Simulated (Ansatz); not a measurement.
# Li2O, space group Fm-3m: a short molecular-dynamics run

With the Python package of Ansatz (0.2.0).

`li2o.extxyz`
```text
3
Lattice="0.0 2.305 2.305 2.305 0.0 2.305 2.305 2.305 0.0" Properties=species:S:1:pos:R:3 pbc="T T T"
Li    1.15250000    1.15250000    1.15250000
Li    3.45750000    3.45750000    3.45750000
O     0.00000000    0.00000000    0.00000000
```

Notebook, run cell by cell (the value of a cell's last expression is shown):

```python
import ansatz
import matplotlib.pyplot as plt
import numpy as np
```

```python
li2o = ansatz.Crystal.from_extxyz("li2o.extxyz")

# a small cell and a short run: a test of the set-up, no statistics
job = (
    li2o.supercell(2, 1, 1).calculation()
    .occupations("Gaussian", width=0.05)
    .kpoints(3, 3, 3, center="gamma")
    .functional("PBE", dispersion="D3(BJ)")
    .md(ansatz.Ensemble.NVT_NOSE_HOOVER, timestep=0.5 * ansatz.fs, steps=25, temperature=2000, thermostat_time=20, initial_velocities="maxwell_boltzmann", seed=334)
)
steps = []


def collect(event):
    if event["event"] == "md_step":
        steps.append(event["data"])


out = job.session().plan().execute(on_event=collect)
summary = out.report
```

    DeckWarning: md: disabling space-group detection — thermal motion breaks the input geometry's symmetry, so no spatial operation reduces the k-mesh or symmetrises the density; time reversal is kept, so that k and −k are solved as one point where they differ and the mesh holds both, and exact exchange and, on two spinor components, a DFT+U term hold to it where the run has them: on two components [...]
    DeckWarning: basis.ecutwfc = 420 eV, auto-derived from the records' recommended cutoffs: set by Li (normal level)

```python
summary["n_kpoints"], summary["n_symmetry_ops"], summary["n_pw"]
```

    (14, 1, 1007)

```python
summary["free_energy_ev"]
```

    -1960.4562936086122

```python
summary["converged"], summary["free_energy_ev"]
```

    (True, -1960.4562936086122)

```python
for s in steps[::1]:
    print("%3d %7.1f fs  total %.4f eV  T %6.1f K" % (s["step"], s["time_fs"], s["lagrangian_ev"] + s["e_kin_ev"], s["temperature_k"]))
```

      0     0.0 fs  total -1960.0034 eV  T 2000.0 K
      1     0.5 fs  total -1960.0034 eV  T 1997.4 K
      2     1.0 fs  total -1960.0034 eV  T 1988.4 K
      3     1.5 fs  total -1960.0034 eV  T 1972.9 K
      4     2.0 fs  total -1960.0033 eV  T 1951.2 K
      5     2.5 fs  total -1960.0032 eV  T 1923.5 K
      6     3.0 fs  total -1960.0031 eV  T 1890.0 K
      7     3.5 fs  total -1960.0029 eV  T 1851.0 K
      8     4.0 fs  total -1960.0025 eV  T 1806.9 K
      9     4.5 fs  total -1960.0021 eV  T 1758.0 K
     10     5.0 fs  total -1960.0014 eV  T 1704.8 K
     11     5.5 fs  total -1960.0006 eV  T 1647.7 K
     12     6.0 fs  total -1959.9996 eV  T 1587.2 K
     13     6.5 fs  total -1959.9983 eV  T 1523.8 K
     14     7.0 fs  total -1959.9968 eV  T 1458.1 K
     15     7.5 fs  total -1959.9951 eV  T 1390.8 K
     16     8.0 fs  total -1959.9930 eV  T 1322.3 K
     17     8.5 fs  total -1959.9907 eV  T 1253.3 K
     18     9.0 fs  total -1959.9881 eV  T 1184.5 K
     19     9.5 fs  total -1959.9853 eV  T 1116.6 K
     20    10.0 fs  total -1959.9822 eV  T 1050.2 K
     21    10.5 fs  total -1959.9788 eV  T  985.9 K
     22    11.0 fs  total -1959.9753 eV  T  924.5 K
     23    11.5 fs  total -1959.9715 eV  T  866.5 K
     24    12.0 fs  total -1959.9675 eV  T  812.4 K
     25    12.5 fs  total -1959.9633 eV  T  762.9 K

```python
temperature = np.array([s["temperature_k"] for s in steps])
print(f"mean temperature of the second half {temperature[len(steps) // 2 :].mean():.1f} K")
```

    mean temperature of the second half 1127.1 K

```python
kept = np.array([s["conserved_ev"] for s in steps], float)
print(f"conserved energy drifts by {1000 * (kept[-1] - kept[0]) / len(out.lattice.sites):+.3f} meV/atom")
```

    conserved energy drifts by +0.077 meV/atom

```python
time = [s["time_fs"] for s in steps]
fig, ax = plt.subplots(figsize=(5, 3))
ax.plot(time, [s["lagrangian_ev"] - steps[0]["lagrangian_ev"] for s in steps], label="potential")
ax.plot(time, [s["e_kin_ev"] for s in steps], label="kinetic")
ax.set(xlabel="time (fs)", ylabel="energy (eV)")
ax.legend()
fig.tight_layout()
fig.savefig("md.png", dpi=100)

with open("trajectory.xyz", "w") as handle:
    for s in steps[::5]:
        handle.write(f"{len(s['positions_ang'])}\nt = {s['time_fs']} fs\n")
        for site, xyz in zip(out.lattice.sites, s["positions_ang"]):
            handle.write("{} {:.4f} {:.4f} {:.4f}\n".format(site.symbol, *xyz))
```

`trajectory.xyz`, as written:
```text
6
t = 0.0 fs
Li 1.1525 1.1525 1.1525
Li 3.4575 3.4575 3.4575
O 0.0000 0.0000 0.0000
Li 1.1525 3.4575 3.4575
Li 3.4575 5.7625 5.7625
O 0.0000 2.3050 2.3050
6
t = 2.5 fs
Li 1.1647 1.1474 1.1551
Li 3.4276 3.4592 3.4407
O -0.0084 0.0315 -0.0181
Li 1.2206 3.4177 3.4443
Li 3.4065 5.8191 5.7628
O 0.0086 2.2677 2.3349
6
t = 5.0 fs
Li 1.1757 1.1433 1.1569
Li 3.3999 3.4600 3.4253
O -0.0167 0.0625 -0.0359
Li 1.2851 3.3792 3.4320
Li 3.3582 5.8734 5.7629
O 0.0172 2.2313 2.3638
6
t = 7.5 fs
Li 1.1842 1.1412 1.1571
Li 3.3772 3.4587 3.4130
O -0.0252 0.0928 -0.0529
Li 1.3426 3.3430 3.4215
Li 3.3147 5.9233 5.7626
O 0.0257 2.1965 2.3908
6
t = 10.0 fs
Li 1.1890 1.1423 1.1549
Li 3.3624 3.4540 3.4054
O -0.0337 0.1221 -0.0686
Li 1.3901 3.3088 3.4137
Li 3.2777 5.9674 5.7619
O 0.0340 2.1645 2.4145
6
t = 12.5 fs
Li 1.1890 1.1474 1.1495
Li 3.3584 3.4446 3.4042
O -0.0423 0.1502 -0.0827
Li 1.4250 3.2762 3.4095
Li 3.2484 6.0049 5.7607
O 0.0420 2.1360 2.4337
```

Caveats:
- Absolute energies stand on the zero of these potentials, so only differences at equal settings mean something.
- The structure is a deposited one; some such entries were measured under pressure or heat, so a shift against it needn't be the functional's error alone.
- Warnings are shown shortened and without file and line.
- A small cell, a coarse mesh and a very short run: it shows the set-up and gives no equilibrium averages.
- Run time: 21 s on 1 thread of Arm Neoverse V2, with other jobs on the host, peak memory 0.4 GiB.

(Lines on the test bed's own set-up are left out of the output.)
